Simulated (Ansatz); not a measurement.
Al:

```xyz
1
Lattice="-1.5912 1.5912 1.5912 1.5912 -1.5912 1.5912 1.5912 1.5912 -1.5912" Properties=species:S:1:pos:R:3 pbc="T T T"
Al    0.0000    0.0000    0.0000
```

This isn't the form of Al at room conditions, which is fcc.

| Quantity | Value |
| --- | --- |
| Program | Ansatz 0.2.0 |
| Task | relaxation of cell and atoms |
| Functional | HF |
| Potentials or basis | Ansatz PAW |
| Cutoff | 420 eV (not typed: the program's choice for these potentials) |
| k mesh | 6 × 6 × 6 |
| Occupations | fermi-dirac, width 0.05 eV |
| Spin | no spin polarisation |

At the start: volume 16.12 Å³/atom.

Question: Where does the relaxation end?

Answer: It ends after 5 steps and the volume is 18.22 Å³/atom (+13.1 %); space group Im-3m (No. 229, to 0.05 Å).

The path:
| step | energy change (eV) | largest force (eV/Å) | volume (Å³) |
| --- | --- | --- | --- |
| 1 | 0.0000 | 0.0000 | 16.12 |
| 2 | -0.0562 | 0.0000 | 18.18 |
| 3 | -0.0574 | 0.0000 | 18.18 |
| 4 | -0.0574 | 0.0000 | 18.22 |
| 5 | -0.0575 | 0.0000 | 18.22 |

Final structure:
```
Al
1.0
    -1.65767    1.65767    1.65767
     1.65767   -1.65767    1.65767
     1.65767    1.65767   -1.65767
Al
1
Direct
  0.00000 0.00000 0.00000
```

Caveat: the k mesh is coarse (spacing up to 0.47 Å⁻¹), so the values aren't converged, least of all with exact exchange; the plane-wave basis is chosen anew once the cell has moved, so the energies of steps on either side of that aren't comparable; the PAW data sets come from PBE, with cores solved anew for the run's functional, which leaves a small shift of forces and pressure.
